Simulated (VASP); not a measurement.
The system is Nb.

```
CELL_PARAMETERS angstrom
2.83219 0.00000 0.00000
-1.41609 2.45275 0.00000
0.00000 0.00000 5.18149
ATOMIC_POSITIONS crystal
Nb 0.33333 0.66667 0.25000
Nb 0.66667 0.33333 0.75000
```

This isn't the form of Nb at room conditions, which is bcc.

Base run:

```yaml
Program: VASP 6.6.1
Functional: PBEsol
Potentials_or_basis: VASP PAW PBE potentials, release 64 (Nb_sv)
Cutoff: 520 eV
k_mesh: 18 × 18 × 10
Occupations: gaussian, width 0.5 eV
Spin: no spin polarisation
```

Its results: band gap on the k mesh none (metal or under the smearing width); pressure 0.9 GPa.

The run is repeated on the same cell with these changes: cutoff from 520 eV to 900 eV; occupations from gaussian, width 0.5 eV to gaussian, width 0.1 eV. What comes out?

Band gap on the k mesh none (metal or under the smearing width); pressure 0.1 GPa.

Caveats: the PAW data sets were made with another functional, which shifts forces and pressure a little.
